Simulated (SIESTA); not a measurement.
The system is SiC.

```
CELL_PARAMETERS angstrom
3.07569 0.00000 0.00000
-1.53785 2.66363 0.00000
0.00000 0.00000 10.07065
ATOMIC_POSITIONS crystal
Si 0.00000 0.00000 0.18789
Si 0.00000 0.00000 0.68789
Si 0.33333 0.66667 0.43784
Si 0.66667 0.33333 0.93784
C 0.00000 0.00000 0.00046
C 0.00000 0.00000 0.50046
C 0.33333 0.66667 0.24980
C 0.66667 0.33333 0.74980
```

The cell is a database's computed one.

Base run:

```yaml
Program: SIESTA 5.4.2
Functional: PBEsol
Potentials_or_basis: PseudoDojo 0.4 standard (PBEsol files)
Basis: DZP (energy shift 0.003 Ry)
Grid_cutoff: 500 Ry
Energy_shift: 0.003 Ry
k_mesh: 10 × 10 × 3
Occupations: fermi-dirac, width 0.05 eV
Spin: no spin polarisation
```

Its results: band gap on the k mesh 2.11 eV, indirect (least direct gap 3.25 eV); pressure 3.6 GPa; largest force 0.021 eV/Å.

Problem. The run is repeated on the same cell with these changes: functional from PBEsol to LDA; potentials or basis from PseudoDojo 0.4 standard (PBEsol files) to PseudoDojo 0.4 standard (LDA files). What comes out?

Solution. Band gap on the k mesh 2.18 eV, indirect (least direct gap 3.31 eV); pressure -1.4 GPa; largest force 0.025 eV/Å.

Caveats: the basis of atomic orbitals isn't converged, which shifts pressures, moduli and gaps.
